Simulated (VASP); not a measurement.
# LiCl (P1) in VASP: single point with r2SCAN

Aim: the single point of LiCl with r2SCAN.

Program: VASP 6.6.1. These are calculated values, not measurements. Logs are shortened: lines on timing, memory, paths and dates and some standing lists are left out, and cuts for length are marked.

### 1 The crystal as given

The typed cell holds 2 atoms: a = 3.444 Å, b = 3.439 Å, c = 3.487 Å, α = 59.46°, β = 59.74°, γ = 60.36°.

The cell was built by a generator and needn't be a form met in nature.

### 2 Single point, r2SCAN

The input, POSCAR:

```
LiCl
1.0
    0.0046938200      2.4554862600      2.4152774300
    2.4556847500      0.0127669800      2.4072032600
    2.4700325400      2.4617608900     -0.0015818200
Li Cl
1 1
Direct
    0.9957620000      0.9881070000      0.0204720000
    0.4728910000      0.5127280000      0.4752750000
```

The input, INCAR.step1:

```
SYSTEM = LiCl
ALGO = Normal
EDIFF = 1E-4
ENCUT = 520
GGA = PE
ISMEAR = -5
LASPH = .True.
LCHARG = .False.
LREAL = .False.
LWAVE = .True.
NELM = 100
PREC = Accurate
SIGMA = 0.0197
```

The input, INCAR.step2:

```
SYSTEM = LiCl
ALGO = Normal
EDIFF = 1E-7
ENCUT = 520
ISIF = 2
ISMEAR = -1
ISTART = 1
LASPH = .True.
LCHARG = .False.
LMIXTAU = .True.
LORBIT = 10
LREAL = .False.
LWAVE = .False.
METAGGA = R2SCAN
NELM = 100
PREC = Accurate
SIGMA = 0.0197
```

The input, KPOINTS:

```
Automatic mesh
0
Gamma
  6 6 6
  0.5 0 0.5
```

Potentials or basis: VASP PAW PBE potentials, release 64 (Li_sv, Cl).

The run is started by

```bash
> cat potpaw_PBE.64/Li_sv/POTCAR potpaw_PBE.64/Cl/POTCAR > POTCAR
> cp INCAR.step1 INCAR
> mpirun -np 1 vasp_std > vasp.out
> cp INCAR.step2 INCAR
> mpirun -np 1 vasp_std > vasp.out
```

OUTCAR:

```text
SYSTEM = LiCl
   EDIFF = 1E-7
   ENCUT = 520
   ISIF = 2
   ISMEAR = -1
   ISTART = 1
   LASPH = .True.
   LORBIT = 10
   LREAL = .False.
   METAGGA = R2SCAN
   NELM = 100
   PREC = Accurate

 ion  position               nearest neighbor table
   1  0.996  0.988  0.020-   2 2.29   2 2.41   2 2.41   2 2.42   2 2.52   2 2.62
   2  0.473  0.513  0.475-   1 2.29   1 2.41   1 2.41   1 2.42   1 2.52   1 2.62

  LATTYP: Found a triclinic cell.
 ALAT       =     3.4387756720
 B/A-ratio  =     1.0141137934
 C/A-ratio  =     1.0062854829
 COS(alpha) =     0.0033685102
 COS(beta)  =     0.5015535263
 COS(gamma) =     0.5081057364

  Lattice vectors:

 A1 = (  -2.4556847500,  -0.0127669800,  -2.4072032600)
 A2 = (  -2.4700325400,  -2.4617608900,   0.0015818200)
 A3 = (  -2.4509909300,   2.4427192800,   0.0080741700)

Analysis of symmetry for initial positions (statically):
=====================================================================
 Subroutine PRICEL returns:
 Original cell was already a primitive cell.

 Routine SETGRP: Setting up the symmetry group for a
 triclinic supercell.

 Subroutine GETGRP returns: Found  1 space group operations
 (whereof  1 operations were pure point group operations)
 out of a pool of  2 trial point group operations.

The static configuration has the point symmetry C_1 .

Analysis of symmetry for dynamics (positions and initial velocities):
=====================================================================
 Subroutine PRICEL returns:
 Original cell was already a primitive cell.

 Routine SETGRP: Setting up the symmetry group for a
 triclinic supercell.

 Subroutine GETGRP returns: Found  1 space group operations
 (whereof  1 operations were pure point group operations)
 out of a pool of  2 trial point group operations.

The dynamic configuration has the point symmetry C_1 .

 Subroutine INISYM returns: Found  1 space group operations
 (whereof  1 operations are pure point group operations),
 and found     1 'primitive' translations

----------------------------------------------------------------------------------------

                                     Primitive cell

  volume of cell :      29.1067

  direct lattice vectors                    reciprocal lattice vectors
     0.004693820  2.455486260  2.415277430    -0.203595310  0.204412160  0.206611622
     2.455684750  0.012766980  2.407203260     0.204410952 -0.204964145  0.207979079
     2.470032540  2.461760890 -0.001581820     0.202016279  0.203385115 -0.207163607

  length of vectors
     3.444270586  3.438775672  3.487309841     0.354857357  0.356439946  0.353684665

  position of ions in fractional coordinates (direct lattice)
     0.995762000  0.988107000  0.020472000
     0.472891000  0.512728000  0.475275000

  ion indices of the primitive-cell ions
   primitive index   ion index
                 1           1
                 2           2

----------------------------------------------------------------------------------------

 KPOINTS: Automatic mesh

Automatic generation of k-mesh.
 Grid dimensions read from file:
 generate k-points for:    6    6    6

 Generating k-lattice:

  Cartesian coordinates                     Fractional coordinates (reciprocal lattice)
    -0.033932552  0.034068693  0.034435270     0.166666667  0.000000000  0.000000000
     0.034068492 -0.034160691  0.034663180     0.000000000  0.166666667 -0.000000000
     0.033669380  0.033897519 -0.034527268     0.000000000 -0.000000000  0.166666667

  Length of vectors
     0.059142893  0.059406658  0.058947444

  Shift w.r.t. Gamma in fractional coordinates (k-lattice)
     0.500000000  0.000000000  0.500000000

 Subroutine IBZKPT returns following result:
 ===========================================

 Found    108 irreducible k-points:

 Following reciprocal coordinates:
            Coordinates               Weight
  0.083333  0.000000  0.083333      2.000000
  0.250000  0.000000  0.083333      2.000000
  0.416667 -0.000000  0.083333      2.000000
 -0.416667  0.000000  0.083333      2.000000
 -0.250000  0.000000  0.083333      2.000000
 -0.083333  0.000000  0.083333      2.000000
[... 16 lines left out ...]
 -0.250000  0.500000  0.083333      2.000000
 -0.083333  0.500000  0.083333      2.000000
 [... further k-points ...]
   k-points           NKPTS =    108   k-points in BZ     NKDIM =    108   number of bands    NBANDS=      9
   number of dos      NEDOS =    301   number of ions     NIONS =      2
   total plane-waves  NPLWV =  21952
   dimension x,y,z NGX =    28 NGY =   28 NGZ =   28
   dimension x,y,z NGXF=    56 NGYF=   56 NGZF=   56
   ions per type =               1   1
   NGX,Y,Z   is equivalent  to a cutoff of  13.51, 13.54, 13.35 a.u.
   NGXF,Y,Z  is equivalent  to a cutoff of  27.03, 27.07, 26.70 a.u.
 SYSTEM =  LiCl
   PREC   = accura    normal or accurate (medium, high low for compatibility)
   ISTART =      1    job   : 0-new  1-cont  2-samecut
   ICHARG =      0    charge: 1-file 2-atom 10-const
   ISPIN  =      1    spin polarized calculation?
   LNONCOLLINEAR =      F non collinear calculations
   LSORBIT =      F    spin-orbit coupling
   LASPH  =      T    aspherical Exc in radial PAW
   ENCUT  =  520.0 eV  38.22 Ry    6.18 a.u.   6.40  6.39  6.48*2*pi/ulx,y,z
   NELM   =    100;   NELMIN=  2; NELMDL=  0     # of ELM steps
   EDIFF  = 0.1E-06   stopping-criterion for ELM
   LREAL  =      F    real-space projection
   EDIFFG = 0.1E-05   stopping-criterion for IOM
   NSW    =      0    number of steps for IOM
   IBRION =     -1    ionic relax: 0-MD 1-quasi-New 2-CG
   NFREE  =      0    steps in history (QN), initial steepest desc. (CG)
   ISIF   =      2    stress and relaxation
   ISYM   =      2    0-nonsym 1-usesym 2-fastsym
   POTIM  = 0.5000    time-step for ionic-motion
   TEBEG  =    0.0;   TEEND  =   0.0 temperature during run
   PSTRESS=    0.0 pullay stress
   NELECT =      10.0000    total number of electrons
   NUPDOWN=      -1.0000    fix difference up-down
   EMIN   =  10.00;   EMAX   =-10.00  energy-range for DOS
   EFERMI =   0.00;   METHOD = LEGACY
   ISMEAR =    -1;   SIGMA  =   0.02  broadening in eV -4-tet -1-fermi 0-gaus
   EFERMI_NEDOS =   21; number of points for ismear=-14 and -15
   IALGO  =     38    algorithm
   IMIX   =      4    mixing-type and parameters
     AMIX     =   0.40;   BMIX     =  1.00
     AMIX_MAG =   1.60;   BMIX_MAG =  1.00
  volume/ion in A,a.u.               =      14.55        98.21
  Fermi-wavevector in a.u.,A,eV,Ry     =   1.146597  2.166754 17.887364  1.314684
  Thomas-Fermi vector in A             =   2.283280
   LORBIT       =     10    0 simple, 1 ext, 2 COOP (PROOUT), +10 PAW based schemes
   METAGGA = R2SCAN    functional components
   LHFCALC =     F    Hartree Fock is set to
   AEXX    =    0.0000 exact exchange contribution
   IVDW    =     0    specifies the selected vdW correction
   LEPSILON=     F    determine dielectric tensor
   LRPA    =     F    only Hartree local field effects (RPA)
 non-spin polarized calculation
  energy-cutoff  :      520.00
  volume of cell :       29.11
 maximum number of plane-waves:       802
 NGX is ok and might be reduce to    28
   NGX = 13   NGY = 13   NGZ = 13

 number of electron      10.0000000 magnetization

 Free energy of the ion-electron system (eV)
  ---------------------------------------------------
  ext. energy  EPLUGINS =         0.00000000
  ---------------------------------------------------
  free energy    TOTEN  =       -12.49319654 eV

  energy without entropy =      -12.49319654  energy(sigma->0) =      -12.49319654

 E-fermi :   1.9615     XC(G=0):  -9.8525

 val. band max:        1.4319688350   @ k =  -0.0833   0.0000   0.0833
 cond. band min:       9.4698183385   @ k =   0.0833   0.5000   0.0833
 fundamental gap:      8.0378495035
 Fermi energy:         1.9615247163

 k-point     1 :       0.0833    0.0000    0.0833
  band No.  band energies     occupation
      1     -43.2350      2.00000
      2     -13.1051      2.00000
      3       1.1459      2.00000
      4       1.2649      2.00000
      5       1.3411      2.00000
      6      10.0660      0.00000
      7      13.5653      0.00000
      8      14.1737      0.00000
      9      14.2875      0.00000

 k-point     2 :       0.2500    0.0000    0.0833
  band No.  band energies     occupation
      1     -43.2329      2.00000
      2     -12.8283      2.00000
      3      -0.2459      2.00000
      4       1.0810      2.00000
      5       1.1626      2.00000
      6      10.4534      0.00000
      7      12.8083      0.00000
      8      13.5280      0.00000
      9      13.8884      0.00000

 k-point     3 :       0.4167   -0.0000    0.0833
  band No.  band energies     occupation
      1     -43.2301      2.00000
      2     -12.4444      2.00000
      3      -1.6979      2.00000
      4       0.8782      2.00000
      5       0.9708      2.00000
      6       9.6728      0.00000
      7      11.8568      0.00000
      8      12.5271      0.00000
      9      15.6726      0.00000

 k-point     4 :      -0.4167    0.0000    0.0833
  band No.  band energies     occupation
      1     -43.2297      2.00000
      2     -12.3671      2.00000
      3      -1.9453      2.00000
      4       0.7094      2.00000
      5       1.0722      2.00000
      6       9.5155      0.00000
      7      11.8736      0.00000
      8      12.1033      0.00000
      9      16.6022      0.00000

 k-point     5 :      -0.2500    0.0000    0.0833
  band No.  band energies     occupation
      1     -43.2319      2.00000
      2     -12.6936      2.00000
      3      -0.8038      2.00000
      4       0.8096      2.00000
      5       1.2983      2.00000
      6      10.2045      0.00000
      7      12.7336      0.00000
      8      12.9425      0.00000
      9      14.3141      0.00000

 k-point     6 :      -0.0833    0.0000    0.0833
  band No.  band energies     occupation
      1     -43.2346      2.00000
      2     -13.0451      2.00000
      3       0.7405      2.00000
      4       1.1657      2.00000
      5       1.4320      2.00000
      6      10.2953      0.00000
      7      13.2069      0.00000
      8      14.2063      0.00000
      9      14.3475      0.00000
[... 169 lines left out ...]
 k-point    21 :       0.4167    0.5000    0.0833
  band No.  band energies     occupation
      1     -43.2281      2.00000
      2     -12.0642      2.00000
      3      -1.9371      2.00000
      4      -0.2053      2.00000
      5       0.0897      2.00000
      6      10.4291      0.00000
      7      10.8925      0.00000
      8      14.9737      0.00000
      9      16.6519      0.00000

 k-point    22 :      -0.4167    0.5000    0.0833
  band No.  band energies     occupation
      1     -43.2277      2.00000
      2     -11.9693      2.00000
      3      -2.1528      2.00000
      4      -0.2532      2.00000
      5      -0.0598      2.00000
      6      10.3171      0.00000
      7      10.7066      0.00000
      8      16.0902      0.00000
      9      16.6338      0.00000

 k-point    23 :      -0.2500    0.5000    0.0833
  band No.  band energies     occupation
      1     -43.2281      2.00000
      2     -12.0791      2.00000
      3      -1.7135      2.00000
      4      -0.6371      2.00000
      5       0.2780      2.00000
      6      10.5884      0.00000
      7      12.4175      0.00000
      8      13.6754      0.00000
      9      14.9400      0.00000

 k-point    24 :      -0.0833    0.5000    0.0833
  band No.  band energies     occupation
      1     -43.2291      2.00000
      2     -12.2674      2.00000
      3      -1.9354      2.00000
      4       0.3171      2.00000
      5       0.8128      2.00000
      6       9.9592      0.00000
      7      11.5865      0.00000
      8      12.6101      0.00000
      9      16.1393      0.00000

 [... further k-points ...]

------------------------ aborting loop because EDIFF is reached ----------------------------------------

  FORCE on cell =-STRESS in cart. coord.  units (eV):
  Direction    XX          YY          ZZ          XY          YZ          ZX
  --------------------------------------------------------------------------------------
  -------------------------------------------------------------------------------------
  Total        0.9672264      1.4100306      1.2248269     -0.0735129     -0.0155847      0.0348245
  in kB       53.2410201     77.6151984     67.4206554     -4.0465229     -0.8578611      1.9169182
  external PRESSURE =      66.0922913 kB  Pullay stress =       0.0000000 kB

 VOLUME and BASIS-vectors are now :
 -----------------------------------------------------------------------------
  energy-cutoff  :      520.00
  volume of cell :       29.11
      direct lattice vectors                 reciprocal lattice vectors
     0.004693820  2.455486260  2.415277430    -0.203595310  0.204412160  0.206611622
     2.455684750  0.012766980  2.407203260     0.204410952 -0.204964145  0.207979079
     2.470032540  2.461760890 -0.001581820     0.202016279  0.203385115 -0.207163607

 POSITION                                       TOTAL-FORCE (eV/Angst)
 -----------------------------------------------------------------------------------
      2.48172      2.50809      4.78358        -0.052214     -0.311493      0.011447
      2.43526      2.33774      2.37565         0.052214      0.311493     -0.011447
 -----------------------------------------------------------------------------------
    total drift:                                0.041034      0.016060      0.008992

  FREE ENERGIE OF THE ION-ELECTRON SYSTEM (eV)
  ---------------------------------------------------
  free  energy   TOTEN  =       -12.4931965390 eV

  energy  without entropy=      -12.4931965390  energy(sigma->0) =      -12.49319654

 total charge

# of ion       s       p       d       tot
------------------------------------------
    1        2.011   0.015   0.000   2.026
    2        1.598   3.669   0.000   5.267
--------------------------------------------------
tot          3.609   3.684   0.000   7.293
```

It took 90 s on 1 thread of Intel Xeon 6975P-C (Granite Rapids), shared host; peak memory 0.17 GiB.

What came out:

* Free energy: -12.4932 eV
* Largest force: 0.316 eV/Å
* Band gap on the k mesh: 8.04 eV, indirect (least direct gap 8.43 eV)
* Valence electrons inside the program's atomic spheres: Li 2.03; Cl 5.27

Forces in eV/Å, atoms in the order of the input:
```
Li  -0.052 -0.311  0.011
Cl   0.052  0.311 -0.011
```

Caveat: the cutoff is under 1.25 times the usual one of these potentials, so pressure, stress and relaxed cells hold a basis-set (Pulay) error; the PAW data sets were made with another functional, which shifts forces and pressure a little.
